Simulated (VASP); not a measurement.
# InP (Fm-3m) in VASP: a series of runs

One crystal, InP, is run at these levels: PBEsol; tasks: single point.

Program: VASP 6.6.1. These are calculated values, not measurements. Logs are shortened: lines on timing, memory, paths and dates and some standing lists are left out, and cuts for length are marked.

**1. The structure**

The structure is cubic, space group Fm-3m (No. 225). Conventional cell: a = 5.538 Å, b = 5.538 Å, c = 5.538 Å, α = 90.00°, β = 90.00°, γ = 90.00°. Around In (site symmetry m-3m) lie 6 P at 2.77 Å. Around P (site symmetry m-3m) lie 6 In at 2.77 Å.

Measurements of this composition are mostly on another form, of space group No. 216.

**2. Single point, PBEsol**

INCAR

```
SYSTEM = InP
PREC = Accurate ; ENCUT = 400
EDIFF = 1E-6 ; ISMEAR = 0
SIGMA = 0.05 ; LREAL = .FALSE.
LASPH = .FALSE. ; NELM = 100
ALGO = Normal ; ISIF = 2
LWAVE = .FALSE. ; LCHARG = .FALSE.
GGA = PS ; ADDGRID = .FALSE.
```

KPOINTS

```
regular mesh
0
G
  5 5 5
  0 0 0
```

POSCAR

```
InP
1.0
    0.0000000000      2.7688340000      2.7688340000
    2.7688340000      0.0000000000      2.7688340000
    2.7688340000      2.7688340000      0.0000000000
In P
1 1
Direct
    0.0000000000      0.0000000000      0.0000000000
    0.5000000000      0.5000000000      0.5000000000
```

Potentials or basis: VASP PAW PBE potentials, release 64 (In_d, P).

On the command line:

```bash
$ cat potpaw_PBE.64/In_d/POTCAR potpaw_PBE.64/P/POTCAR > POTCAR
$ mpirun -np 1 vasp_std > vasp.out
```

OUTCAR:

```text
SYSTEM = InP
   PREC = Accurate
   ENCUT = 400
   EDIFF = 1E-6
   ISMEAR = 0
   LREAL = .FALSE.
   LASPH = .FALSE.
   NELM = 100
   ISIF = 2
   GGA = PS

 Found     10 irreducible k-points:

 Following reciprocal coordinates:
            Coordinates               Weight
  0.000000  0.000000  0.000000      1.000000
  0.200000  0.000000  0.000000      8.000000
  0.400000  0.000000  0.000000      8.000000
  0.200000  0.200000  0.000000      6.000000
  0.400000  0.200000  0.000000     24.000000
 -0.400000  0.200000  0.000000     24.000000
   k-points           NKPTS =     10   k-points in BZ     NKDIM =     10   number of bands    NBANDS=     13
   number of dos      NEDOS =    301   number of ions     NIONS =      2
   total plane-waves  NPLWV =  21952
   dimension x,y,z NGX =    28 NGY =   28 NGZ =   28
   dimension x,y,z NGXF=    56 NGYF=   56 NGZF=   56
   ions per type =               1   1
   NGX,Y,Z   is equivalent  to a cutoff of  11.89, 11.89, 11.89 a.u.
   NGXF,Y,Z  is equivalent  to a cutoff of  23.78, 23.78, 23.78 a.u.
 SYSTEM =  InP
   PREC   = accura    normal or accurate (medium, high low for compatibility)
   ISTART =      0    job   : 0-new  1-cont  2-samecut
   ICHARG =      2    charge: 1-file 2-atom 10-const
   ISPIN  =      1    spin polarized calculation?
   LNONCOLLINEAR =      F non collinear calculations
   LSORBIT =      F    spin-orbit coupling
   LASPH  =      F    aspherical Exc in radial PAW
   ENCUT  =  400.0 eV  29.40 Ry    5.42 a.u.   6.39  6.39  6.39*2*pi/ulx,y,z
   NELM   =    100;   NELMIN=  2; NELMDL= -5     # of ELM steps
   EDIFF  = 0.1E-05   stopping-criterion for ELM
   LREAL  =      F    real-space projection
   EDIFFG = 0.1E-04   stopping-criterion for IOM
   NSW    =      0    number of steps for IOM
   IBRION =     -1    ionic relax: 0-MD 1-quasi-New 2-CG
   NFREE  =      0    steps in history (QN), initial steepest desc. (CG)
   ISIF   =      2    stress and relaxation
   ISYM   =      2    0-nonsym 1-usesym 2-fastsym
   POTIM  = 0.5000    time-step for ionic-motion
   TEBEG  =    0.0;   TEEND  =   0.0 temperature during run
   PSTRESS=    0.0 pullay stress
   NELECT =      18.0000    total number of electrons
   NUPDOWN=      -1.0000    fix difference up-down
   EMIN   =  10.00;   EMAX   =-10.00  energy-range for DOS
   EFERMI =   0.00;   METHOD = LEGACY
   ISMEAR =     0;   SIGMA  =   0.05  broadening in eV -4-tet -1-fermi 0-gaus
   EFERMI_NEDOS =   21; number of points for ismear=-14 and -15
   IALGO  =     38    algorithm
   IMIX   =      4    mixing-type and parameters
     AMIX     =   0.40;   BMIX     =  1.00
     AMIX_MAG =   1.60;   BMIX_MAG =  1.00
  volume/ion in A,a.u.               =      21.23       143.25
  Fermi-wavevector in a.u.,A,eV,Ry     =   1.229869  2.324115 20.579860  1.512577
  Thomas-Fermi vector in A             =   2.364739
   LORBIT       =      0    0 simple, 1 ext, 2 COOP (PROOUT), +10 PAW based schemes
   GGA     = PS    functional components
   LHFCALC =     F    Hartree Fock is set to
   AEXX    =    0.0000 exact exchange contribution
   IVDW    =     0    specifies the selected vdW correction
   LEPSILON=     F    determine dielectric tensor
   LRPA    =     F    only Hartree local field effects (RPA)
 non-spin polarized calculation
 Gauss-broadening in eV      SIGMA  =   0.05
  energy-cutoff  :      400.00
  volume of cell :       42.45
 maximum number of plane-waves:       785
 NGX is ok and might be reduce to    28
   NGX = 13   NGY = 13   NGZ = 13

 number of electron      17.9999990 magnetization

 Free energy of the ion-electron system (eV)
  ---------------------------------------------------
  ext. energy  EPLUGINS =         0.00000000
  ---------------------------------------------------
  free energy    TOTEN  =        -8.75502346 eV

  energy without entropy =       -8.75159138  energy(sigma->0) =       -8.75330742

 E-fermi :   7.0380     XC(G=0): -10.5488

 val. band max:        7.0267050882   @ k =   0.4000   0.0000   0.0000
 cond. band min:       7.2330552470   @ k =  -0.2000   0.2000   0.0000
 fundamental gap:      0.2063501588
 Fermi energy:         7.0379706601

 k-point     1 :       0.0000    0.0000    0.0000
  band No.  band energies     occupation
      1      -7.2084      2.00000
      2      -7.2084      2.00000
      3      -7.1880      2.00000
      4      -7.1880      2.00000
      5      -7.1880      2.00000
      6      -5.0929      2.00000
      7       6.6660      2.00000
      8       6.6660      2.00000
      9       6.6660      2.00000
     10       7.4069      0.00000
     11      13.9935      0.00000
     12      13.9935      0.00000
     13      13.9935      0.00000

 k-point     2 :       0.2000    0.0000    0.0000
  band No.  band energies     occupation
      1      -7.2287      2.00000
      2      -7.2287      2.00000
      3      -7.1903      2.00000
      4      -7.1608      2.00000
      5      -7.1608      2.00000
      6      -4.5986      2.00000
      7       3.6965      2.00000
      8       6.7550      2.00000
      9       6.7550      2.00000
     10       9.4546      0.00000
     11      12.4802      0.00000
     12      12.5279      0.00000
     13      12.5279      0.00000
[... 33 lines left out ...]
 k-point     5 :       0.4000    0.2000    0.0000
  band No.  band energies     occupation
      1      -7.3547      2.00000
      2      -7.2121      2.00000
      3      -7.2044      2.00000
      4      -7.1280      2.00000
      5      -7.1048      2.00000
      6      -3.3007      2.00000
      7       1.9854      2.00000
      8       5.4226      2.00000
      9       5.6244      2.00000
     10       7.8328      0.00000
     11      11.8188      0.00000
     12      13.2035      0.00000
     13      13.2326      0.00000

 k-point     6 :      -0.4000    0.2000    0.0000
  band No.  band energies     occupation
      1      -7.3391      2.00000
      2      -7.2446      2.00000
      3      -7.1775      2.00000
      4      -7.1328      2.00000
      5      -7.1046      2.00000
      6      -2.5942      2.00000
      7       0.7789      2.00000
      8       4.4603      2.00000
      9       6.3114      2.00000
     10       8.5031      0.00000
     11      11.6565      0.00000
     12      11.6867      0.00000
     13      14.3205      0.00000

 [... further k-points ...]

------------------------ aborting loop because EDIFF is reached ----------------------------------------

  FORCE on cell =-STRESS in cart. coord.  units (eV):
  Direction    XX          YY          ZZ          XY          YZ          ZX
  --------------------------------------------------------------------------------------
  -------------------------------------------------------------------------------------
  Total       -0.8418956     -0.8418956     -0.8418956     -0.0000000      0.0000000      0.0000000
  in kB      -31.7722557    -31.7722557    -31.7722557     -0.0000000      0.0000000      0.0000000
  external PRESSURE =     -31.7722557 kB  Pullay stress =       0.0000000 kB

 VOLUME and BASIS-vectors are now :
 -----------------------------------------------------------------------------
  energy-cutoff  :      400.00
  volume of cell :       42.45
      direct lattice vectors                 reciprocal lattice vectors
     0.000000000  2.768834000  2.768834000    -0.180581429  0.180581429  0.180581429
     2.768834000  0.000000000  2.768834000     0.180581429 -0.180581429  0.180581429
     2.768834000  2.768834000  0.000000000     0.180581429  0.180581429 -0.180581429

 POSITION                                       TOTAL-FORCE (eV/Angst)
 -----------------------------------------------------------------------------------
      0.00000      0.00000      0.00000        -0.000000     -0.000000     -0.000000
      2.76883      2.76883      2.76883         0.000000      0.000000      0.000000
 -----------------------------------------------------------------------------------
    total drift:                               -0.000000      0.000000      0.000000

  FREE ENERGIE OF THE ION-ELECTRON SYSTEM (eV)
  ---------------------------------------------------
  free  energy   TOTEN  =        -8.7550234623 eV

  energy  without entropy=       -8.7515913781  energy(sigma->0) =       -8.75330742
```

OSZICAR:

```text
N       E                     dE             d eps       ncg     rms          rms(c)
DAV:   1     0.996349446979E+02    0.99635E+02   -0.74339E+03   265   0.134E+03
DAV:   2    -0.235076560068E+01   -0.10199E+03   -0.97231E+02   275   0.307E+02
DAV:   3    -0.884904622319E+01   -0.64983E+01   -0.64433E+01   333   0.832E+01
DAV:   4    -0.901840286520E+01   -0.16936E+00   -0.16835E+00   313   0.135E+01
DAV:   5    -0.902661723020E+01   -0.82144E-02   -0.82142E-02   386   0.265E+00    0.453E+00
DAV:   6    -0.877197063662E+01    0.25465E+00   -0.54438E-01   347   0.149E+01    0.260E+00
DAV:   7    -0.875712865295E+01    0.14842E-01   -0.91167E-02   357   0.341E+00    0.101E+00
DAV:   8    -0.875508054558E+01    0.20481E-02   -0.52672E-03   315   0.106E+00    0.202E-01
DAV:   9    -0.875501423507E+01    0.66311E-04   -0.31627E-04   409   0.262E-01    0.916E-02
DAV:  10    -0.875502087361E+01   -0.66385E-05   -0.18637E-05   327   0.437E-02    0.464E-02
DAV:  11    -0.875502329182E+01   -0.24182E-05   -0.49953E-06   290   0.283E-02    0.769E-03
DAV:  12    -0.875502346232E+01   -0.17050E-06   -0.46823E-07   155   0.127E-02
   1 F= -.87550235E+01 E0= -.87533074E+01  d E =-.343208E-02
```

stdout:

```text
POSCAR found type information on POSCAR InP
 POSCAR found :  2 types and       2 ions
 scaLAPACK will be used
 -----------------------------------------------------------------------------
|                                                                             |
|                                                                             |
|     You enforced a specific xc type in the INCAR file but a different       |
|     I HOPE YOU KNOW WHAT YOU ARE DOING!                                     |
|                                                                             |
 -----------------------------------------------------------------------------

 LDA part: xc-table for (Slater+PW92), standard interpolation
 POSCAR, INCAR and KPOINTS ok, starting setup
 FFT: planning ... GRIDC
 FFT: planning ... GRID_SOFT
 FFT: planning ... GRID
 WAVECAR not read
 entering main loop
```

Run time: 6.9 s. Hardware: 1 thread of Intel Xeon Platinum 8488C (Sapphire Rapids), shared host; peak memory 0.14 GiB.

These settings aren't checked as converged: the numbers below hold their error.

What came out:

```yaml
Free_energy: -8.7550 eV
Pressure: -3.2 GPa
Band_gap_on_the_k_mesh: none (metal or under the smearing width)
```

Caveat: the k mesh is coarse (spacing up to 0.39 Å⁻¹), so the values aren't converged; the PAW data sets were made with another functional, which shifts forces and pressure a little.

**3. Single point, PBEsol**

INCAR

```
SYSTEM = InP
PREC = Normal ; ENCUT = 400
EDIFF = 1E-4 ; ISMEAR = 0
SIGMA = 0.05 ; LREAL = Auto
LASPH = .TRUE. ; NELM = 100
ALGO = Normal ; ISIF = 2
LWAVE = .FALSE. ; LCHARG = .FALSE.
GGA = PS ; ADDGRID = .FALSE.
```

KPOINTS is that of step 2.

POSCAR is that of step 2.

Potentials or basis: VASP PAW PBE potentials, release 64 (In_d, P).

On the command line:

```bash
$ cat potpaw_PBE.64/In_d/POTCAR potpaw_PBE.64/P/POTCAR > POTCAR
$ mpirun -np 1 vasp_std > vasp.out
```

Run time: 3.8 s. Hardware: 1 thread of Intel Xeon Platinum 8488C (Sapphire Rapids), shared host; peak memory 0.12 GiB.

The run converged, but some of its settings lie outside the range that counts as converged, so its numbers aren't taken as properties of the crystal.

Results:

| Quantity | Value |
| --- | --- |
| Free energy | -8.7553 eV |
| Pressure | -2.8 GPa |
| Band gap on the k mesh | none (metal or under the smearing width) |

Caveat: the k mesh is coarse (spacing up to 0.39 Å⁻¹), so the values aren't converged; the PAW data sets were made with another functional, which shifts forces and pressure a little.

**4. Single point, PBEsol**

INCAR

```
SYSTEM = InP
PREC = Accurate ; ENCUT = 500
EDIFF = 1E-6 ; ISMEAR = 0
SIGMA = 0.05 ; LREAL = .FALSE.
LASPH = .TRUE. ; NELM = 100
ALGO = Normal ; ISIF = 2
LWAVE = .FALSE. ; LCHARG = .FALSE.
GGA = PS ; ADDGRID = .FALSE.
```

KPOINTS is that of step 3.

POSCAR is that of step 3.

Potentials or basis: VASP PAW PBE potentials, release 64 (In_d, P).

On the command line:

```bash
$ cat potpaw_PBE.64/In_d/POTCAR potpaw_PBE.64/P/POTCAR > POTCAR
$ mpirun -np 1 vasp_std > vasp.out
```

OUTCAR:

```text
SYSTEM = InP
   PREC = Accurate
   ENCUT = 500
   EDIFF = 1E-6
   ISMEAR = 0
   LREAL = .FALSE.
   LASPH = .TRUE.
   NELM = 100
   ISIF = 2
   GGA = PS

 Found     10 irreducible k-points:

 Following reciprocal coordinates:
            Coordinates               Weight
  0.000000  0.000000  0.000000      1.000000
  0.200000  0.000000  0.000000      8.000000
  0.400000  0.000000  0.000000      8.000000
  0.200000  0.200000  0.000000      6.000000
  0.400000  0.200000  0.000000     24.000000
 -0.400000  0.200000  0.000000     24.000000
   k-points           NKPTS =     10   k-points in BZ     NKDIM =     10   number of bands    NBANDS=     13
   number of dos      NEDOS =    301   number of ions     NIONS =      2
   total plane-waves  NPLWV =  27000
   dimension x,y,z NGX =    30 NGY =   30 NGZ =   30
   dimension x,y,z NGXF=    60 NGYF=   60 NGZF=   60
   ions per type =               1   1
   NGX,Y,Z   is equivalent  to a cutoff of  12.74, 12.74, 12.74 a.u.
   NGXF,Y,Z  is equivalent  to a cutoff of  25.47, 25.47, 25.47 a.u.
 SYSTEM =  InP
   PREC   = accura    normal or accurate (medium, high low for compatibility)
   ISTART =      0    job   : 0-new  1-cont  2-samecut
   ICHARG =      2    charge: 1-file 2-atom 10-const
   ISPIN  =      1    spin polarized calculation?
   LNONCOLLINEAR =      F non collinear calculations
   LSORBIT =      F    spin-orbit coupling
   LASPH  =      T    aspherical Exc in radial PAW
   ENCUT  =  500.0 eV  36.75 Ry    6.06 a.u.   7.14  7.14  7.14*2*pi/ulx,y,z
   NELM   =    100;   NELMIN=  2; NELMDL= -5     # of ELM steps
   EDIFF  = 0.1E-05   stopping-criterion for ELM
   LREAL  =      F    real-space projection
   EDIFFG = 0.1E-04   stopping-criterion for IOM
   NSW    =      0    number of steps for IOM
   IBRION =     -1    ionic relax: 0-MD 1-quasi-New 2-CG
   NFREE  =      0    steps in history (QN), initial steepest desc. (CG)
   ISIF   =      2    stress and relaxation
   ISYM   =      2    0-nonsym 1-usesym 2-fastsym
   POTIM  = 0.5000    time-step for ionic-motion
   TEBEG  =    0.0;   TEEND  =   0.0 temperature during run
   PSTRESS=    0.0 pullay stress
   NELECT =      18.0000    total number of electrons
   NUPDOWN=      -1.0000    fix difference up-down
   EMIN   =  10.00;   EMAX   =-10.00  energy-range for DOS
   EFERMI =   0.00;   METHOD = LEGACY
   ISMEAR =     0;   SIGMA  =   0.05  broadening in eV -4-tet -1-fermi 0-gaus
   EFERMI_NEDOS =   21; number of points for ismear=-14 and -15
   IALGO  =     38    algorithm
   IMIX   =      4    mixing-type and parameters
     AMIX     =   0.40;   BMIX     =  1.00
[... 21 lines left out ...]
 Free energy of the ion-electron system (eV)
  ---------------------------------------------------
  ext. energy  EPLUGINS =         0.00000000
  ---------------------------------------------------
  free energy    TOTEN  =        -8.75524590 eV

  energy without entropy =       -8.75181382  energy(sigma->0) =       -8.75352986

 E-fermi :   7.0377     XC(G=0): -10.5488

 val. band max:        7.0264624258   @ k =   0.4000   0.0000   0.0000
 cond. band min:       7.2327863655   @ k =  -0.2000   0.2000   0.0000
 fundamental gap:      0.2063239397
 Fermi energy:         7.0377279936

 k-point     1 :       0.0000    0.0000    0.0000
  band No.  band energies     occupation
      1      -7.2092      2.00000
      2      -7.2092      2.00000
      3      -7.1884      2.00000
      4      -7.1884      2.00000
      5      -7.1884      2.00000
      6      -5.0931      2.00000
      7       6.6658      2.00000
      8       6.6658      2.00000
      9       6.6658      2.00000
     10       7.4068      0.00000
     11      13.9931      0.00000
     12      13.9931      0.00000
     13      13.9931      0.00000
[... 66 lines left out ...]
  band No.  band energies     occupation
      1      -7.3397      2.00000
      2      -7.2452      2.00000
      3      -7.1778      2.00000
      4      -7.1331      2.00000
      5      -7.1049      2.00000
      6      -2.5944      2.00000
      7       0.7788      2.00000
      8       4.4602      2.00000
      9       6.3112      2.00000
     10       8.5030      0.00000
     11      11.6564      0.00000
     12      11.6866      0.00000
     13      14.3204      0.00000

 [... further k-points ...]

------------------------ aborting loop because EDIFF is reached ----------------------------------------

  FORCE on cell =-STRESS in cart. coord.  units (eV):
  Direction    XX          YY          ZZ          XY          YZ          ZX
  --------------------------------------------------------------------------------------
  -------------------------------------------------------------------------------------
  Total       -0.8390485     -0.8390485     -0.8390485     -0.0000000     -0.0000000      0.0000000
  in kB      -31.6648120    -31.6648120    -31.6648120     -0.0000000     -0.0000000      0.0000000
  external PRESSURE =     -31.6648120 kB  Pullay stress =       0.0000000 kB

 VOLUME and BASIS-vectors are now :
 -----------------------------------------------------------------------------
  energy-cutoff  :      500.00
  volume of cell :       42.45
      direct lattice vectors                 reciprocal lattice vectors
     0.000000000  2.768834000  2.768834000    -0.180581429  0.180581429  0.180581429
     2.768834000  0.000000000  2.768834000     0.180581429 -0.180581429  0.180581429
     2.768834000  2.768834000  0.000000000     0.180581429  0.180581429 -0.180581429

 POSITION                                       TOTAL-FORCE (eV/Angst)
 -----------------------------------------------------------------------------------
      0.00000      0.00000      0.00000        -0.000000     -0.000000     -0.000000
      2.76883      2.76883      2.76883         0.000000      0.000000      0.000000
 -----------------------------------------------------------------------------------
    total drift:                               -0.000000      0.000000      0.000000

  FREE ENERGIE OF THE ION-ELECTRON SYSTEM (eV)
  ---------------------------------------------------
  free  energy   TOTEN  =        -8.7552459046 eV

  energy  without entropy=       -8.7518138204  energy(sigma->0) =       -8.75352986
```

Wall time 9.7 s (1 thread of Intel Xeon Platinum 8488C (Sapphire Rapids), shared host); peak memory 0.16 GiB.

The run converged, but some of its settings lie outside the range that counts as converged, so its numbers aren't taken as properties of the crystal.

Results:

| Quantity | Value |
| --- | --- |
| Free energy | -8.7552 eV |
| Pressure | -3.2 GPa |
| Band gap on the k mesh | none (metal or under the smearing width) |

Caveat: the k mesh is coarse (spacing up to 0.39 Å⁻¹), so the values aren't converged; the PAW data sets were made with another functional, which shifts forces and pressure a little.

[end of part 1 of 2]
